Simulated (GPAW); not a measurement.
Runs of GPAW 26.7.0 on LiCl. It takes space group Fm-3m (No. 225, cubic). The conventional cell has a = 5.130 Å, b = 5.130 Å, c = 5.130 Å, α = 90.00°, β = 90.00°, γ = 90.00°. Cl (site symmetry m-3m) has 6 Li at 2.56 Å as nearest neighbours. Li (site symmetry m-3m) has 6 Cl at 2.56 Å as nearest neighbours. 

| task | level | potentials or basis | k mesh | band path | band points | data set | gap on the mesh (eV) | pressure (GPa) | V0 of scaled cells (Å³/atom) | B0 (GPa) |
| --- | --- | --- | --- | --- | --- | --- | --- | --- | --- | --- |
| band structure | LDA | JTH PAW 2.0, LDA, pw | 7 × 7 × 7 | GXWKGLUWLK,UX | 60 | Cl jth, Li jth | (b) | -3.0 | - | - |
| equation of state | SOGGA | PAW data sets generated in the run's folder for this functional, pw | 7 × 7 × 7 | - | - | - | - | - | 16.17 | 36 |
| band structure | LDA | the program's PAW data sets (release 1.2.1) made for this functional, pw | 7 × 7 × 7 | GXWKGLUWLK,UX | 60 | - | 5.98 | -2.8 | - | - |
| equation of state | C09-vdW | GPAW PAW data sets (gpaw-data 1.2.1), pw | 7 × 7 × 7 | - | - | - | - | - | 16.63 | (a) |
| single point | TB-mBJ | GPAW PAW data sets for LDA (gpaw-data 1.2.1), pw | 10 × 10 × 10 | - | - | - | (c) | - | - | - |

Alike in all rows: no spin polarisation; cell as given; cutoff (eV) 800; smearing fermi-dirac 0.05 eV.

Question: Estimate the missing entries.

Answer: (a) 34; (b) 5.99; (c) 8.23.

Caveats: the PAW data sets were made with another functional, which shifts forces and pressure a little (some runs); the program truncates these outside data sets (some runs); a model potential gives levels but no total energy (some runs).

A k mesh can miss the band edges.

The runs don't all hold the same shells in valence.

Runs at the PBE level aren't shown here.
